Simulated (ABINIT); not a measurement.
# V (Im-3m) in ABINIT: notebook

Runs on V. Level: PBEsol. Tasks: relaxation of cell and atoms, single point.

All numbers are computed with ABINIT 10.8.3 (patched build); they aren't measurements. Logs are shortened: lines on timing, memory, paths and dates and some standing lists are left out, and cuts for length are marked. The log counts tension as positive stress, the text compression.

## (1) The crystal as given

It takes space group Im-3m (No. 229, cubic). The conventional cell has a = 3.029 Å, b = 3.029 Å, c = 3.029 Å, α = 90.00°, β = 90.00°, γ = 90.00°. V (site symmetry m-3m) is surrounded by 8 V at 2.62 Å.

## (2) Relaxation of cell and atoms, PBEsol, collinear spin, ferromagnetic start

File run.abi:

```
# Pseudopotentials
pp_dirpath "./"
pseudos "V.GGA_PBE-JTH.xml"

# Structure
acell 4.9566214992 4.9566214992 4.9566214992
rprim
    -0.5773502692     0.5773502692     0.5773502692
     0.5773502692    -0.5773502692     0.5773502692
     0.5773502692     0.5773502692    -0.5773502692
ntypat 1
znucl 23
natom 1
typat 1
chkprim 0
chksymtnons 0
tolsym 1.0e-6
xred
            0.0            0.0            0.0

# Plane-wave basis
ecut 15.0
pawecutdg 30.0
pawxcdev 0
ecutsm 0.5

# k points
kptopt 1
ngkpt 9 9 9
nshiftk 1
shiftk 0.0 0.0 0.0

# Exchange and correlation
ixc -116133

# Bands and occupations
nband 11
occopt 3
tsmear 0.05 eV

# Spin
nsppol 2
spinat
     0.0000000000     0.0000000000     2.0000000000

# SCF cycle
nstep 80
tolvrs 1.0e-10

# Output
iomode 3
prteig 0
prtebands 0
prtwf 0
prtden 0

# Relaxation
ionmov 2
optcell 2
ntime 50
tolmxf 2.0e-5
dilatmx 1.08
```

Potentials or basis: JTH PAW PBE v2.0.

The run is started by

```
$ mpirun --bind-to none -np 4 abinit run.abi > log 2>&1
```

run.abo:

```text
.Version 10.8.3 of ABINIT
 Symmetries : space group Im -3 m (#229); Bravais cI (body-center cubic)
================================================================================
 Values of the parameters that define the memory need of the present run
     intxc =       0    ionmov =       2      iscf =      17    lmnmax =      18
     lnmax =       6     mgfft =      20  mpssoang =       3    mqgrid =    3001
     natom =       1  nloc_mem =       2    nspden =       2   nspinor =       1
    nsppol =       2      nsym =      48    n1xccc =       1    ntypat =       1
    occopt =       3   xclevel =       2
       mpw =         339          nfft =        8000          nkpt =          35
 PAW method is used; the additional fine FFT grid is defined by:
   mgfftf=        30    nfftf =     27000
================================================================================
================================================================================

--------------------------------------------------------------------------------
------------- Echo of variables that govern the present computation ------------
--------------------------------------------------------------------------------
 -outvars: echo values of preprocessed input variables --------
            acell      4.9566214992E+00  4.9566214992E+00  4.9566214992E+00 Bohr
              amu      5.09415000E+01
          chkprim           0
      chksymtnons           0
          dilatmx      1.08000000E+00
             ecut      1.50000000E+01 Hartree
           ecutsm      5.00000000E-01 Hartree
           ionmov           2
              ixc     -116133
         kptrlatt        9    0    0      0    9    0      0    0    9
          kptrlen      4.46095935E+01
            natom           1
            nband          11
            ngfft          20      20      20
          ngfftdg          30      30      30
             nkpt          35
           nspden           2
           nsppol           2
            nstep          80
             nsym          48
            ntime          50
           ntypat           1
           occopt           3
          optcell           2
        pawecutdg      3.00000000E+01 Hartree
         pawxcdev           0
           prtden           0
        prtebands           0
           prteig           0
            prtwf           0
            rprim     -5.7735026920E-01  5.7735026920E-01  5.7735026920E-01
                       5.7735026920E-01 -5.7735026920E-01  5.7735026920E-01
                       5.7735026920E-01  5.7735026920E-01 -5.7735026920E-01
          spgroup         229
           spinat      0.0000000000E+00  0.0000000000E+00  2.0000000000E+00
           tolmxf      2.00000000E-05
           tolsym      1.00000000E-06
           tolvrs      1.00000000E-10
           tsmear      1.83746611E-03 Hartree
            typat      1
           useylm           1
            znucl       23.00000

================================================================================

 chkinp: Checking input parameters for consistency.

================================================================================
== DATASET  1 ==================================================================

--- !DatasetInfo
iteration_state: {dtset: 1, }
dimensions: {natom: 1, nkpt: 35, mband: 11, nsppol: 2, nspinor: 1, nspden: 2, mpw: 339, }
cutoff_energies: {ecut:  15.0, pawecutdg:  30.0, }
electrons: {nelect:   1.30000000E+01, charge:   0.00000000E+00, occopt:   3.00000000E+00, tsmear:   1.83746611E-03, }
meta: {optdriver: 0, ionmov: 2, optcell: 2, iscf: 17, paral_kgb: 0, }
...

 Real(R)+Recip(G) space primitive vectors, cartesian coordinates (Bohr,Bohr^-1):
 R(1)= -2.8617068  2.8617068  2.8617068  G(1)=  0.0000000  0.1747209  0.1747209
 R(2)=  2.8617068 -2.8617068  2.8617068  G(2)=  0.1747209  0.0000000  0.1747209
 R(3)=  2.8617068  2.8617068 -2.8617068  G(3)=  0.1747209  0.1747209  0.0000000
 Unit cell volume ucvol=  9.3742251E+01 bohr^3
 Angles (23,13,12)=  1.09471221E+02  1.09471221E+02  1.09471221E+02 degrees

 Coarse grid specifications (used for wave-functions):

 getcut: wavevector=  0.0000  0.0000  0.0000  ngfft=  20  20  20
         ecut(hartree)=     17.496   => boxcut(ratio)=   2.14829

 Fine grid specifications (used for densities):

 getcut: wavevector=  0.0000  0.0000  0.0000  ngfft=  30  30  30
         ecut(hartree)=     34.992   => boxcut(ratio)=   2.27293

 getcut : COMMENT -
  Note that boxcut > 2.2 ; recall that boxcut=Gcut(box)/Gcut(sphere) = 2
  is sufficient for exact treatment of convolution.
  Such a large boxcut is a waste : you could raise ecut
  e.g. ecut=   45.193997 Hartrees makes boxcut=2

--- Pseudopotential description ------------------------------------------------
- pspini: atom type   1  psp file is ./V.GGA_PBE-JTH.xml
 Pseudopotential format is: paw10
 basis_size (lnmax)=  6 (lmn_size= 18), orbitals=   0   0   1   1   2   2
 Spheres core radius: rc_sph= 2.21062609
 Shapefunction is BESSEL type: shapef(r,l)=aa(1,l)*jl(q(1,l)*r)+aa(2,l)*jl(q(2,l)*r)
 Radius for shape functions =  2.01138968
 Compensation charge density is not taken into account in XC energy/potential

   2.89117218E+02                                ecore*ucvol(ha*bohr**3)
--------------------------------------------------------------------------------

================================================================================

=== [ionmov= 2] Broyden-Fletcher-Goldfarb-Shanno method (forces)
================================================================================

--- Iteration: ( 1/50) Internal Cycle: (1/1)
--------------------------------------------------------------------------------

---SELF-CONSISTENT-FIELD CONVERGENCE--------------------------------------------

--- !BeginCycle
iteration_state: {dtset: 1, itime: 1, icycle: 1, }
solver: {iscf: 17, nstep: 80, nline: 4, wfoptalg: 10, }
tolerances: {tolvrs: 1.00E-10, }
...

     iter   Etot(hartree)      deltaE(h)  residm     nres2   difmagsph maxmagsph
 ETOT  1  -71.869311324723    -7.187E+01 9.037E-01 1.746E+01 6.838E-01 6.838E-01
 ETOT  2  -72.008006932159    -1.387E-01 2.838E-02 2.391E+00 2.429E-01 4.409E-01
 ETOT  3  -72.011211925602    -3.205E-03 4.411E-03 2.795E+00 2.113E-01 2.296E-01
 ETOT  4  -72.011157597259     5.433E-05 7.002E-03 8.544E-02 1.917E-01 3.788E-02
 ETOT  5  -72.011764140396    -6.065E-04 1.923E-03 3.763E-02 1.076E-01 6.972E-02
 ETOT  6  -72.011927017786    -1.629E-04 4.188E-04 8.428E-03 1.456E-02 8.427E-02
 ETOT  7  -72.011925892630     1.125E-06 5.934E-04 4.257E-04 4.033E-04 8.468E-02
 ETOT  8  -72.011927878028    -1.985E-06 4.104E-05 4.250E-05 1.391E-03 8.329E-02
 ETOT  9  -72.011928203532    -3.255E-07 7.001E-05 3.464E-05 2.862E-03 8.615E-02
 ETOT 10  -72.011928207727    -4.195E-09 1.838E-05 1.717E-06 2.243E-04 8.637E-02
 ETOT 11  -72.011928245588    -3.786E-08 7.471E-06 1.868E-06 1.932E-03 8.830E-02
 ETOT 12  -72.011928300787    -5.520E-08 9.984E-06 2.099E-07 5.617E-03 9.392E-02
 ETOT 13  -72.011928304684    -3.897E-09 4.024E-06 8.000E-08 1.058E-03 9.498E-02
 ETOT 14  -72.011928306339    -1.655E-09 5.302E-06 9.169E-09 7.249E-05 9.491E-02
 ETOT 15  -72.011928306530    -1.911E-10 2.171E-06 5.158E-10 3.598E-04 9.527E-02
 ETOT 16  -72.011928306535    -5.357E-12 2.802E-06 1.230E-10 5.188E-05 9.521E-02
 ETOT 17  -72.011928306538    -2.601E-12 1.162E-06 1.445E-12 4.090E-05 9.526E-02
[... 428 lines left out ...]
 Cartesian coordinates (xcart) [bohr]
  0.00000000000000E+00  0.00000000000000E+00  0.00000000000000E+00
 Reduced coordinates (xred)
  0.00000000000000E+00  0.00000000000000E+00  0.00000000000000E+00
 Cartesian forces (fcart) [Ha/bohr]; max,rms= 0.00000E+00 0.00000E+00 (free atoms)
 -0.00000000000000E+00 -0.00000000000000E+00 -0.00000000000000E+00
 Gradient of E wrt nuclear positions in reduced coordinates (gred)
 -0.00000000000000E+00 -0.00000000000000E+00 -0.00000000000000E+00
 Scale of Primitive Cell (acell) [bohr]
  4.84162278197100E+00  4.84162278197100E+00  4.84162278197100E+00
 Real space primitive translations (rprimd) [bohr]
 -2.79531221648558E+00  2.79531221648558E+00  2.79531221648558E+00
  2.79531221648558E+00 -2.79531221648558E+00  2.79531221648558E+00
  2.79531221648558E+00  2.79531221648558E+00 -2.79531221648558E+00
 Unitary Cell Volume (ucvol) [Bohr^3]=  8.73677112854614E+01
 Angles (23,13,12)= [degrees]
  1.09471220634491E+02  1.09471220634491E+02  1.09471220634491E+02
 Lengths [Bohr]
  4.84162278197100E+00  4.84162278197100E+00  4.84162278197100E+00
 Stress tensor in cartesian coordinates (strten) [Ha/bohr^3]
  2.05293916588634E-09  0.00000000000000E+00  0.00000000000000E+00
  0.00000000000000E+00  2.05293916588634E-09  0.00000000000000E+00
  0.00000000000000E+00  0.00000000000000E+00  2.05293915200855E-09
 Total energy (etotal) [Ha]= -7.20132328587939E+01

 Difference of energy with previous step (new-old):
           Absolute (Ha)=-4.78278E-09
           Relative     =-6.64152E-11

 At Broyd/MD step   5, gradients are converged :
  max grad (force/stress) = 2.0529E-07 < tolmxf= 2.0000E-05 ha/bohr (free atoms)

================================================================================

 ----iterations are completed or convergence reached----

 Mean square residual over all n,k,spin=   43.365E-15; max=  10.733E-13
 reduced coordinates (array xred) for    1 atoms
       0.000000000000      0.000000000000      0.000000000000
 rms dE/dt=  0.0000E+00; max dE/dt=  0.0000E+00; dE/dt below (all hartree)
    1       0.000000000000      0.000000000000      0.000000000000

 cartesian coordinates (angstrom) at end:
    1      0.00000000000000     0.00000000000000     0.00000000000000

 cartesian forces (hartree/bohr) at end:
    1     -0.00000000000000    -0.00000000000000    -0.00000000000000
 frms,max,avg= 0.0000000E+00 0.0000000E+00   0.000E+00  0.000E+00  0.000E+00 h/b

 cartesian forces (eV/Angstrom) at end:
    1     -0.00000000000000    -0.00000000000000    -0.00000000000000
 frms,max,avg= 0.0000000E+00 0.0000000E+00   0.000E+00  0.000E+00  0.000E+00 e/A
 length scales=  4.841622781971  4.841622781971  4.841622781971 bohr
              =  2.562076438270  2.562076438270  2.562076438270 angstroms
 Fermi (or HOMO) energy (hartree) =   0.39433   Average Vxc (hartree)=  -0.46170
 Magnetization (Bohr magneton)=  1.53605607E-07
 Total spin up =  6.50000008E+00   Total spin down =  6.49999992E+00
 Eigenvalues (hartree) for nkpt=  35  k points, SPIN UP:
 kpt#   1, nband= 11, wtk=  0.00137, kpt=  0.0000  0.0000  0.0000 (reduced coord)
  -1.93831   -0.95813   -0.95813   -0.95813    0.14532    0.40773    0.40773    0.40773
   0.48510    0.48510    1.15926
      occupation numbers for kpt#   1
   1.00000    1.00000    1.00000    1.00000    1.00000    0.00068    0.00068    0.00068
   0.00000    0.00000    0.00000
 prteigrs : prtvol=0 or 1, do not print more k-points.

 Eigenvalues (hartree) for nkpt=  35  k points, SPIN DOWN:
 kpt#   1, nband= 11, wtk=  0.00137, kpt=  0.0000  0.0000  0.0000 (reduced coord)
  -1.93831   -0.95813   -0.95813   -0.95813    0.14532    0.40773    0.40773    0.40773
   0.48510    0.48510    1.15926
      occupation numbers for kpt#   1
   1.00000    1.00000    1.00000    1.00000    1.00000    0.00068    0.00068    0.00068
   0.00000    0.00000    0.00000
 prteigrs : prtvol=0 or 1, do not print more k-points.

--- !EnergyTerms
iteration_state     : {dtset: 1, itime: 5, icycle: 1, }
comment             : Components of total free energy in Hartree
kinetic             :  9.96259480818002E+00
hartree             :  1.33740733865250E+01
xc                  : -3.82183708196210E+00
Ewald energy        : -5.50055240108593E+01
psp_core            :  3.30919986429418E+00
local_psp           : -4.24342771607175E+01
PAW spherical_terms :  2.60315317837060E+00
internal            : -7.20126170161691E+01
'-kT*entropy'       : -6.16258975960121E-04
total_energy        : -7.20132332751451E+01
total_energy_eV     : -1.95957990547190E+03
...

--- !EnergyTermsDC
iteration_state     : {dtset: 1, itime: 5, icycle: 1, }
comment             : '"Double-counting" decomposition of free energy'
band_energy         : -8.05252773334243E+00
Ewald energy        : -5.50055240108593E+01
psp_core            :  3.30919986429418E+00
xc_dc               : -1.23748050161253E+01
PAW spherical_terms :  1.11040296214934E-01
internal            : -7.20126165998179E+01
'-kT*entropy'       : -6.16258975960121E-04
total_energy_dc     : -7.20132328587939E+01
total_energy_dc_eV  : -1.95957989414241E+03
...

--- !EnergyTermsWithPAWCore
iteration_state     : {dtset: 1, itime: 5, icycle: 1, }
comment             : 'Components of total free energy, including PAW core contributions'
Total energy        : -9.48316342443193E+02
Total energy DC     : -9.48316342026842E+02
Total energy (eV)   : -2.58050022775977E+04
Total energy DC (eV): -2.58050022662682E+04
...

 Cartesian components of stress tensor (hartree/bohr^3)
  sigma(1 1)=  2.05293917E-09  sigma(3 2)=  0.00000000E+00
  sigma(2 2)=  2.05293917E-09  sigma(3 1)=  0.00000000E+00
  sigma(3 3)=  2.05293915E-09  sigma(2 1)=  0.00000000E+00

-Cartesian components of stress tensor (GPa)         [Pressure= -6.0400E-05 GPa]
- sigma(1 1)=  6.03995555E-05  sigma(3 2)=  0.00000000E+00
- sigma(2 2)=  6.03995555E-05  sigma(3 1)=  0.00000000E+00
- sigma(3 3)=  6.03995551E-05  sigma(2 1)=  0.00000000E+00

== END DATASET(S) ==============================================================
================================================================================

 -outvars: echo values of variables after computation  --------
            acell      4.8416227820E+00  4.8416227820E+00  4.8416227820E+00 Bohr
           etotal     -7.2013232859E+01
            fcart     -0.0000000000E+00 -0.0000000000E+00 -0.0000000000E+00
            rprim     -5.7735026919E-01  5.7735026919E-01  5.7735026919E-01
                       5.7735026919E-01 -5.7735026919E-01  5.7735026919E-01
                       5.7735026919E-01  5.7735026919E-01 -5.7735026919E-01
           strten      2.0529391659E-09  2.0529391659E-09  2.0529391520E-09
                       0.0000000000E+00  0.0000000000E+00  0.0000000000E+00
 Calculation completed.
```

Run time: 45 s. Hardware: 4 MPI ranks of Arm Neoverse V1, shared host; peak memory 0.44 GiB.

Results:

- Free energy: -1959.5799 eV
- Relaxed volume: 12.95 Å³/atom
- Relaxed cell: a = 2.562 Å, b = 2.562 Å, c = 2.562 Å, α = 109.47°, β = 109.47°, γ = 109.47°
- Space group after relaxing (to 0.05 Å): Im-3m (No. 229)
- Energy gained by relaxing: 35.5 meV/atom
- Ionic steps: 5
- Pressure after relaxing: 0.0 GPa
- Band gap on the k mesh: none (metal or under the smearing width)
- Net moment: 0.00 μB per cell

The path:
```
step  energy change (eV)  largest force (eV/Å)  pressure (GPa)  volume (Å³)
   1              0.0000                0.0000          -11.37        13.89
   2             -0.0263                0.0000           -6.13        13.41
   3             -0.0354                0.0000            0.57        12.91
   4             -0.0355                0.0000           -0.02        12.95
   5             -0.0355                0.0000            0.00        12.95
```

Final structure:
```cif
data_structure
_symmetry_space_group_name_H-M 'P 1'
_symmetry_Int_Tables_number 1
_cell_length_a 2.5621
_cell_length_b 2.5621
_cell_length_c 2.5621
_cell_angle_alpha 109.471
_cell_angle_beta 109.471
_cell_angle_gamma 109.471
_cell_volume 12.95
loop_
_atom_site_label
_atom_site_type_symbol
_atom_site_fract_x
_atom_site_fract_y
_atom_site_fract_z
_atom_site_occupancy
V1 V 0.00000 0.00000 0.00000 1
```

Caveat: the PAW data sets were made with another functional, which shifts forces and pressure a little.

## (3) Single point, PBEsol, collinear spin, ferromagnetic start (cell relaxed)

File run.abi:

```
# Pseudopotentials
pp_dirpath "./"
pseudos "V.GGA_PBE-JTH.xml"

# Structure
acell 3*1.0 Angstrom
rprim
    -1.4792155200     1.4792155200     1.4792155200
     1.4792155200    -1.4792155200     1.4792155200
     1.4792155200     1.4792155200    -1.4792155200
ntypat 1
znucl 23
natom 1
typat 1
xred
     0.0000000000     0.0000000000     0.0000000000
chkprim 0
chksymtnons 0
tolsym 1.0e-6

# Plane-wave basis
ecut 15.0
pawecutdg 30.0
pawxcdev 0

# k points
kptopt 1
ngkpt 9 9 9
nshiftk 1
shiftk 0.0 0.0 0.0

# Exchange and correlation
ixc -116133

# Bands and occupations
nband 11
occopt 3
tsmear 0.05 eV

# Spin
nsppol 2
spinat
     0.0000000000     0.0000000000     2.0000000000

# SCF cycle
nstep 100
tolvrs 1.0e-9

# Output
iomode 3
prtwf 0
prtden 0
prteig 0
prtebands 0
enunit 2
```

Potentials or basis: JTH PAW PBE v2.0.

The run is started by

```
$ mpirun --bind-to none -np 4 abinit run.abi > log 2>&1
```

It took 11 s on 4 MPI ranks of Arm Neoverse V1, shared host; peak memory 0.4 GiB.

It converged, with:

```
Free energy                                           : -1959.5799 eV
Pressure                                              : 0.0 GPa
Band gap on the k mesh                                : none (metal or under the smearing width)
Net moment                                            : 0.00 μB per cell
Valence electrons inside the program's atomic spheres : V 11.34 (radii [1.1698] Å)
```

Levels at points of the mesh, in eV from the Fermi level:
Spin up:
```csv
k point,band 3,band 4,band 5,band 6,band 7,band 8,band 9,band 10
"(0.00, 0.00, 0.00)",-36.80,-36.80,-6.78,0.36,0.36,0.36,2.47,2.47
```
Spin down:
| k point | band 4 | band 5 | band 6 | band 7 | band 8 | band 9 |
| --- | --- | --- | --- | --- | --- | --- |
| (0.00, 0.00, 0.00) | -36.80 | -6.78 | 0.36 | 0.36 | 0.36 | 2.47 |

Caveat: the PAW data sets were made with another functional, which shifts forces and pressure a little.
